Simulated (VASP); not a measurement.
Wanted: the native input for a VASP 6.6.1 run.

```
Task                   : Born charges and dielectric tensor
Functional             : PBE
Potentials or basis    : VASP PAW PBE potentials, release 64 (Mg, Sn_d, N)
Cutoff                 : 520 eV
k mesh                 : 8 × 8 × 4
Occupations            : gaussian, width 0.02 eV
Spin                   : no spin polarisation
Further INCAR settings : ALGO = Normal; EDIFF = 1e-08
```

The structure of MgSn2N2 lies in POSCAR:

```
MgSn2N2
1.0
    3.2541880000      0.0000000000      0.0000000000
   -1.6270940000      2.8182100000      0.0000000000
    0.0000000000      0.0000000000      9.0593500000
Mg Sn N
1 2 2
Direct
    0.0000000000      0.0000000000      0.0000000000
    0.6666670000      0.3333330000      0.2895030000
    0.3333330000      0.6666670000      0.7104970000
    0.6666670000      0.3333330000      0.8546010000
    0.3333330000      0.6666670000      0.1453990000
```

The cell was built by a generator and needn't be a form met in nature.

One way to write it, as run:

INCAR

```
SYSTEM = MgSn2N2
PREC = Accurate ; ENCUT = 520
EDIFF = 1E-8 ; ISMEAR = 0
SIGMA = 0.02 ; LREAL = .False.
LASPH = .True. ; NELM = 80
ALGO = Normal ; ISIF = 2
LWAVE = .False. ; LCHARG = .False.
GGA = PE ; LEPSILON = .True.
KPAR = 2
```

KPOINTS

```
Automatic mesh
0
Gamma
  8 8 4
  0 0 0
```

Potentials or basis: VASP PAW PBE potentials, release 64 (Mg, Sn_d, N).

Launch:

```sh
$ cat potpaw_PBE.64/Mg/POTCAR potpaw_PBE.64/Sn_d/POTCAR potpaw_PBE.64/N/POTCAR > POTCAR
$ mpirun -np 2 vasp_std > vasp.out
```

Results of the run:

- Band gap on the k mesh: 0.86 eV, indirect (least direct gap 1.46 eV)
- Electronic dielectric tensor (diagonal): 12.79, 12.79, 8.29
- Born charges (mean of the diagonal): Mg +2.61; Sn +2.29; N -3.60 e

Caveat: spin-orbit coupling is left out, which moves the levels of the heavy elements.

It took 4.4 min on 2 MPI ranks on Intel(R) Xeon(R) 6975P-C (Granite Rapids), on a shared host, peak memory 0.48 GiB a rank.
